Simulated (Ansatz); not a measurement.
# Σ11 (113) boundary in fcc Rh with S (substitutional): structure and resistance, part 2 of 2

Wanted: what the Σ11 (113) boundary in fcc Rh with S (substitutional) costs an interconnect.

Ansatz 0.2.0; Ansatz plane-wave DFT, PBE, PAW files; relaxation of a bicrystal slab with its lowest layers held; PAW set soft_1 (the session's first sound run).

So far. Step 2 (Relaxing the bicrystal): The largest force component on a free atom ends at 0.013 eV/Å, under the tolerance of 0.03, after 22 steps.

## Step 3: Transmission across the boundary

Bulk layers of each grain are laid under and over the relaxed boundary, and a lead is named in the middle of each, away from the free faces. The mesh across the current, 24×24, is finer than the density's, because channels open and close sharply across the zone. Energies from -0.1 to 0.1 eV in steps of 0.05 eV are too few for the program's thermal sum, so it prints no conductance; for a metal the transmission near the Fermi level serves, at a fraction of the cost.

This step: Ansatz plane-wave DFT, PBE, PAW files; ballistic transport by layer matching (Landauer), zero bias; boundary relaxed in a short slab, bulk layers laid on; PAW set soft_1 (Ansatz 0.2.0).

System of this step: Σ11 (113) boundary in fcc Rh with S (substitutional). The cell holds 38 atoms: 37 Rh and 1 S. Cell: a = 2.689 Å, b = 4.658 Å, c = 50.865 Å, α = 90.0°, β = 90.0°, γ = 73.2°. It derives from Rh. Regions: lower grain, 15 atoms (15 Rh); boundary, 11 atoms (10 Rh and 1 S); upper grain, 12 atoms (12 Rh). Vacuum lies along c.

The input, input.yaml:

```yaml
crystal:
  lattice:
    - [2.6891977995, 0.0, 0.0]
    - [1.3445988998, 4.459530044, 0.0]
    - [0.0, 0.0, 50.8649452921]
  atoms:
    - { symbol: Rh, position: [5.4545454547, -10.9090909091, 0.0786396206] }
    - { symbol: Rh, position: [5.181818182, -10.3636363637, 0.1011831973] }
    - { symbol: Rh, position: [4.9090909092, -9.8181818182, 0.123726774] }
    - { symbol: Rh, position: [4.6363636365, -9.2727272728, 0.1462703507] }
    - { symbol: Rh, position: [4.3636363638, -8.7272727273, 0.1688139273] }
    - { symbol: Rh, position: [4.090909091, -8.1818181819, 0.191357504] }
    - { symbol: Rh, position: [3.8181818183, -7.6363636364, 0.2139010807] }
    - { symbol: Rh, position: [3.5454545456, -7.090909091, 0.2364446574] }
    - { symbol: Rh, position: [3.2727272728, -6.5454545455, 0.2589882341] }
    - { symbol: Rh, position: [3.0000000001, -6.0, 0.2815318107] }
    - { symbol: Rh, position: [2.7272727273, -5.4545454546, 0.3040753874] }
    - { symbol: Rh, position: [2.4545454546, -4.9090909091, 0.3266189641] }
    - { symbol: Rh, position: [2.1818181819, -4.3636363637, 0.3491625408] }
    - { symbol: Rh, position: [1.9090909091, -3.8181818182, 0.3717061175] }
    - { symbol: Rh, position: [1.6363636364, -3.2727272728, 0.3942496942] }
    - { symbol: Rh, position: [0.3636363636, 0.2727272727, 0.4167932708] }
    - { symbol: Rh, position: [0.0914412115, 0.8171175769, 0.4395327924] }
    - { symbol: Rh, position: [0.8179145212, 0.3641709576, 0.4619871379] }
    - { symbol: Rh, position: [0.5479535951, 0.9040928099, 0.4849084137] }
    - { symbol: Rh, position: [0.2746239973, 0.4507520054, 0.5113367972] }
    - { symbol: S, position: [-0.0022306027, 0.0044612054, 0.5239643932] }
    - { symbol: Rh, position: [0.425708585, 0.14858283, 0.5597419669] }
    - { symbol: Rh, position: [0.6968917137, 0.6062165726, 0.582657447] }
    - { symbol: Rh, position: [0.9717929491, 0.0564141017, 0.6049275259] }
    - { symbol: Rh, position: [0.2438306492, 0.5123387015, 0.6280041879] }
    - { symbol: Rh, position: [0.5154210365, -0.0308420731, 0.6508374592] }
    - { symbol: Rh, position: [1.7881483093, -3.5762966185, 0.6733810359] }
    - { symbol: Rh, position: [2.060875582, -4.121751164, 0.6959246126] }
    - { symbol: Rh, position: [2.3336028548, -4.6672057094, 0.7184681893] }
    - { symbol: Rh, position: [2.6063301275, -5.2126602549, 0.7410117659] }
    - { symbol: Rh, position: [2.8790574002, -5.7581148004, 0.7635553426] }
    - { symbol: Rh, position: [3.151784673, -6.3035693458, 0.7860989193] }
    - { symbol: Rh, position: [3.4245119457, -6.8490238913, 0.808642496] }
    - { symbol: Rh, position: [3.6972392184, -7.3944784367, 0.8311860727] }
    - { symbol: Rh, position: [3.9699664912, -7.9399329822, 0.8537296493] }
    - { symbol: Rh, position: [4.2426937639, -8.4853875276, 0.876273226] }
    - { symbol: Rh, position: [4.5154210367, -9.0308420731, 0.8988168027] }
    - { symbol: Rh, position: [4.7881483094, -9.5762966186, 0.9213603794] }
kpoints:
  mp_grid: { grid: [10, 10, 1] }
hamiltonian:
  xc: pbe
  pseudopotentials: { kind: paw, azcp: { folder: soft_1 } }
scf:
  occupations: { method: fermi_dirac, width: 0.1 }
output:
  transmission:
    leads: [[8, 9], [30, 31]]
    kmesh: [24, 24]
    e_range: [-0.1, 0.1]
    de: 0.05
  write_potential: true
  write_density: true
  volumetric_format: npy
  elf: true
```

The run is started by

```console
$ ansatz run input.yaml --threads 4 --pin off --max-ram 15360MiB --backend cpu --events-out ev --progress --plain --runs-dir out
```

Numbers of over 12 decimals in the logs are rounded to 6 here.

Log:

```text
[...]
Crystal: 38 atoms, lattice volume = 610.001 Å³
Basis set: ecut = 420 eV, 12023 PW (Γ)
Bands: 381, of which v1, the nominal top of the filled ones, is band 318 counted from 1 (317 counted from 0)
Symmetry: 2 space group operations
[...]
k-points: 31 of 100 (time reversal used)
[...]
SCF iter   1: F=—  HF=-237823.742871 eV  |F-HF|=—  |Δ(HF+E_count)|=         —  Δρ=9.72e-2  dr2=7.51e1  ethr=3.10e-3  ⟨swp⟩=6.0  Hψ=39746  notcnv=0  defer=350
[...]
SCF iter  13: F=-237806.984268 eV  HF=-237806.984268 eV  |F-HF|=7.86e-9  |Δ(HF+E_count)|=  3.49e-10  Δρ=7.49e-7  dr2=8.35e-9  ethr=1.57e-11  ⟨swp⟩=12.7  Hψ=31672  notcnv=0
SCF 1 converged in 13 iterations: F = -237806.984268 eV  dr2 = 8.35e-9
[...]
transmission: 1037 of 10362 steps passed
transmission: 2073 of 10362 steps passed
[...]
transmission: 10362 of 10362 steps passed
WARN: The output density's exchange-correlation potential varies sharply where the density is thin. Do not read a vacuum level from v_tot or v_xc, or from such a field of the output density. On a cell that repeats whose density bears no net charge and no dipole along the vacuum's axis use v_es (v_loc + v_h of the components); under efield.dipole_correction with no amplitude use v_es + v_field, which holds any externa [...]
SCF converged after 13 iterations
Free energy (F): -237806.984268 eV
[...]
Internal energy: -237805.210440 eV  (E = F + TS)
E sigma→0 (E₀):  -237806.097354 eV
Entropy (-TS):   -1.773829 eV (-46.680 meV/atom)
Fermi energy:    18.267913 eV
[...]
--- Band table (eV; the first three rows and the last of 31) ---
  k-point 0: bands = [... 314 lower, 17.7418, 17.7772, 17.7977, 17.9291, 17.9849, 17.9992, 18.0751, 18.1205, ... 59 higher]
  k-point 1: bands = [... 314 lower, 17.6836, 17.7697, 17.7838, 17.8004, 17.8952, 17.9559, 17.9686, 18.0085, ... 59 higher]
  k-point 2: bands = [... 314 lower, 17.7078, 17.7625, 17.8063, 17.8494, 17.8911, 17.9091, 17.9322, 17.9650, ... 59 higher]
  k-point 30: bands = [... 314 lower, 18.8148, 18.8225, 18.8343, 18.8519, 18.8773, 18.8977, 18.9144, 18.9384, ... 59 higher]
--- Transmission ---
  basis      : 107 plane waves across, 66 finite elements along
  points     : 157, standing for a mesh of 24 x 24
  energies   : 5 from -0.100000 to 0.100000 eV about the Fermi level, 0.050000 eV apart; the leads are filled to 0.000000 eV, and channels, transmission and decay are at 0.000000 eV
  crystal 0  : Rh2, at the sites [8, 9], period 2.2934 Å, over 18.35 Å; its Hamiltonian steps by up to 17.4 meV
    offset         : up to 0.0000 Å between an atom of the period and one for which it stands
    channels       : 3.583333e0 a spin
    conductance    : none, the energies end too early or step too widely for 300 K: set another output.transmission.e_range or a lower de, or, where they end at an eighth of basis.ecutwfc, a higher one
[...]
channels       : 3.576389e0 a spin
[...]
junction   : crystal 0 to crystal 1, 12.60 to 38.26 Å
    transmission   : 1.399737e0 a spin
[...]
```

Run time: 18 min. Hardware: 4 threads of Arm Neoverse V1, shared host; peak memory 9.2 GiB.

This run has no spin polarisation although its electron count is odd.

This step gave:

```
free energy                                    : -237806.9843 eV
energy at zero smearing                        : -237806.0974 eV
Fermi energy                                   : 18.27 eV
cell area                                      : 11.99 Å²
transmission per spin nearest the Fermi level  : 1.400
open channels per spin nearest the Fermi level : 3.583
open channels per spin, upper lead             : 3.576
step of the lead's potential                   : 17.4 meV
step of the upper lead's potential             : 18.1 meV
```

Per spin. Table of transmission, zone mean by energy, zero at the Fermi level:

```
energy (eV)  transmission, zone mean
    -0.1000                     1.39
    -0.0500                     1.39
     0.0000                     1.40
     0.0500                     1.43
     0.1000                     1.48
```

Per spin. Table of open channels, zone mean by energy, zero at the Fermi level:

```
energy (eV)  lead  upper lead
    -0.1000  3.51        3.51
    -0.0500  3.59        3.58
     0.0000  3.58        3.58
     0.0500  3.64        3.63
     0.1000  3.77        3.77
```

Transmission over k1 and k2. At 0.0000 eV from the Fermi level.

Values, 12 rows by 16 columns, each cell a mean:
```
1.75 1.70 1.91 1.30 1.70 1.90 1.95 1.90 1.93 1.73 1.70 2.08 2.02 1.44 1.59 1.62
1.31 1.55 1.67 0.77 1.55 1.71 1.67 1.72 1.62 1.53 1.61 1.89 1.60 1.29 1.02 0.90
1.11 1.31 1.56 1.26 2.11 2.01 1.68 1.42 1.28 1.45 1.46 1.55 1.29 0.75 0.54 0.70
1.33 1.61 2.00 1.54 2.09 1.82 1.51 1.29 1.29 1.15 1.14 1.09 0.83 0.57 0.47 0.69
1.44 1.70 1.64 1.49 1.69 1.64 1.15 1.23 1.17 1.06 1.06 0.98 0.86 0.46 0.56 0.90
2.04 1.47 1.48 1.41 1.36 1.26 1.06 0.86 0.83 0.81 1.08 1.02 1.04 1.04 1.11 1.52
1.67 0.87 0.74 0.63 0.91 0.99 1.01 0.84 1.10 1.09 1.19 1.50 1.58 1.44 1.68 1.75
1.06 0.65 0.46 0.67 0.94 1.04 1.08 1.23 1.20 1.20 1.50 1.89 1.87 1.31 2.05 1.63
1.01 0.59 0.41 0.53 1.10 1.36 1.18 1.19 1.36 1.63 1.62 2.03 1.93 1.02 2.03 1.41
1.08 0.68 0.89 1.36 1.68 1.72 1.60 1.45 1.38 1.46 1.65 1.87 1.50 1.04 1.72 1.39
1.35 1.05 1.55 1.55 1.94 1.86 1.65 1.69 1.88 1.88 1.93 1.93 1.35 0.81 2.06 1.59
2.04 1.65 1.57 1.53 2.17 1.90 1.74 1.85 2.00 1.95 1.84 1.86 1.88 1.22 2.05 1.84
```
Columns: k1 (b1) from -0.5 to 0.458; rows upwards: k2 (b2) from -0.5 to 0.458.

Open channels over k1 and k2. At 0.0000 eV from the Fermi level.

Ten even steps from '_' (1.00) to '@' (7.00):
```
**++++@@----++--++**%%%%@@%%**++++++++++--**--**
++++++%%..++--++++**%%%%@@%%****++++++++++++--++
--++++%%--..++++++****%%%%%%**++++++----++--..--
--++--**--..------++**%%%%++**++++++--------..--
----****--++++++++****++******++++------..--....
------%%..--++++++++****----++++++----....--__..
--++++%%----++++++++**----------........----__..
--++++@@--++++++++++++----------........----__..
--++++**--++--++++++----++----..........----..--
++++++**++------++------++----............--..--
****--++++------..------++--..............--..++
****----------......----**----......----------**
**++..--..............--++------..------++++--**
++--..--............----++------++------++**++++
----..----..........----++----++++++--++--**++++
--..__----........----------++++++++++++--@@++++
--..__----........----------**++++++++----%%++++
--..__--....----++++++----****++++++++--..%%----
--....--..------++++******++****++++++++--****--
----..--------++++++**++%%%%**++------..--**--++
----..--++----++++++**%%%%%%****++++++..--%%++++
++++--++++++++++++****%%@@%%%%**++++--++..%%++++
****--**--++++++++++**%%@@%%%%**++--++----@@++++
****++**----++++--**%%%%@@%%%%**--++++----**++**
```
Columns: k1 (b1) from -0.5 to 0.458; rows upwards: k2 (b2) from -0.5 to 0.458.

Valence density in the cb plane at fractional x = 0.970, with atoms of Rh and S within 0.2 Å of it. It is the smooth field of the valence electrons, not physical close to the nuclei.

Ten steps, logarithmic in the rise over the least value, from '0' (0 e/Å³) to '9' (12 e/Å³), each cell a mean:
```
23322111246875322222344444211112478752222222
32222222258996322332234442100112234432222222
53223432257986322232222221000122222222222211
64234543235664211222222210001244432234432111
63234442222332221112344210001356542356642223
42222332221223443223565310001356642356642246
22222222322236775323455310011244432235432368
34543223332247986322333211112222222222222368
58874223332247886311122221122222234322111246
79986322222224554211133432223222467752111223
68985211222222222211244444322222689973112222
46653211123443222222344244322112699973222222
```
Columns run along c (16.0 Å, from fractional 0.36 to 0.67 of the cell), rows up along b (4.7 Å). Atoms in or near the plane, at fractional coordinates: Rh at (0.37, 0.18), S at (0.52, 0.00), Rh at (0.60, 0.06).

Electrostatic potential energy in the cb plane at fractional x = 0.970, with atoms of Rh and S within 0.2 Å of it. With pseudopotentials it is smooth inside the atoms' cores, unlike the true potential.

Ten even steps from '0' (-46 eV) to '9' (21 eV), each cell a mean:
```
98899999973125899999863337999999731269999999
89999999961003899889986568999999987789999999
58998789962004899989999999999999999999999999
37987578986457999999999999999976799987789999
48997679999889999999767899999853589864479998
79999899999998778998645899999853589863479974
99999999899984125899756899999976799986689841
86679998889972003899888999999999999999999840
51026998889973014899999999999999987899999974
20005999999997557999987679999999731369999998
40015999999999999999963237999999400038999999
74358999997678999999853436999999400038999999
```
Columns run along c (16.0 Å, from fractional 0.36 to 0.67 of the cell; values clipped at the 3rd and 97th percentile), rows up along b (4.7 Å). Atoms in or near the plane, at fractional coordinates: Rh at (0.37, 0.18), S at (0.52, 0.00), Rh at (0.60, 0.06).

ELF in the cb plane at fractional x = 0.970, with atoms of Rh and S within 0.2 Å of it. It is the smooth field of the valence electrons, not physical close to the nuclei.

Ten even steps from '0' (0.02) to '9' (0.82), each cell a mean:
```
22222222236764232222586379521222367642322222
22322222247885222222379998311122233322322222
42222322236875222222235764101222222222222222
53223432224543222222222221001234322223322222
42223432222222222222333211011245432246532222
32222222222223332222355321112246532245532235
22222222222225664222344311122234322224322357
23432322322236875222222211122322222222222257
57763222222236775221124432122233223222222235
68875222222323443211368875222232356642222222
57874222222222222222587478422232478862222233
35542222222332233222682049522222588862222233
```
Columns run along c (16.0 Å, from fractional 0.36 to 0.67 of the cell), rows up along b (4.7 Å). Atoms in or near the plane, at fractional coordinates: Rh at (0.37, 0.18), S at (0.52, 0.00), Rh at (0.60, 0.06).

Over the solved energies the transmission per spin lies between 1.39 and 1.48, out of 3.62 channels of the lead on average (up to 3.77).

## Step 4: Specific resistance

This step: Ansatz plane-wave DFT, PBE, PAW files; ballistic transport by layer matching (Landauer), zero bias; specific resistance of the boundary; PAW set soft_1 (Ansatz 0.2.0).

This step gave:

```yaml
area_resistance: 0.6629 fΩ m²
t_over_the_leads_mean_channel_count: 0.3924
```

Averaged over the energies near the Fermi level, 39.2 % of the channels pass, which makes 0.663 fΩ m².

By hand, with T and the leads' channels N averaged over the energies near the Fermi level: RA = A (h/2e²)(1/T − ½[1/N₁ + 1/N₂]) = 11.99×10⁻²⁰ m² × 12 906 Ω × (1/1.419 − ½[1/3.618 + 1/3.612]) = 0.663 fΩ m².

## Step 5: Summary of results

* specific resistance of the boundary: 0.663 fΩ m²
* share of channels that pass: 0.392

The boundary has a specific resistance of 0.66 fΩ m². The boundary reflects 61 % of the channels; 0.66 fΩ m² is 6.6×10⁻¹² Ω·cm². One S in 12.0 Å² of boundary is a high coverage. In the relaxation the upper grain slid sideways by about 1.4 Å, so the result belongs to the position that it found, not to the starting one. Each plane of this narrow cell holds one atom, so the solute fills a whole plane. One starting structure was relaxed; another shift or atom count at the boundary may lie lower.

[Logs are printed without paths, hosts, clocks, repeated set-up lines and the standing remarks that a program may print on its own settings, such as how far it seeks lower states.]

[Hosts, paths, dates, database ids (printed as entryN), source tags and the programs' standing remarks are cut or masked in the printed files.]
